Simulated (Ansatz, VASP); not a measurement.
**Cs: VASP beside Ansatz**

```xyz
1
Lattice="-3.0325 3.0325 3.0325 3.0325 -3.0325 3.0325 3.0325 3.0325 -3.0325" Properties=species:S:1:pos:R:3 pbc="T T T"
Cs    0.0000    0.0000    0.0000
```

Change from the starting cell: volume scaled by 1.01.

Alike in both runs: task single point; functional LDA; k mesh 9 × 9 × 9; occupations fermi-dirac, width 0.05 eV; no spin polarisation.

```csv
,VASP,Ansatz
version,VASP 6.6.1,Ansatz 0.2.0
potentials or method,"VASP PAW LDA potentials, release 64 (Cs_sv), cutoff 520 eV","all-electron LAPW, scalar-relativistic"
```

```tsv
	VASP	Ansatz	Ansatz less VASP
pressure (GPa)	-0.3	-0.3	+0.01
```

Ansatz ran all-electron here, so the differences hold the error of VASP's frozen core and of both bases.

The runs have no spin-orbit coupling, so splittings on Cs are missing.
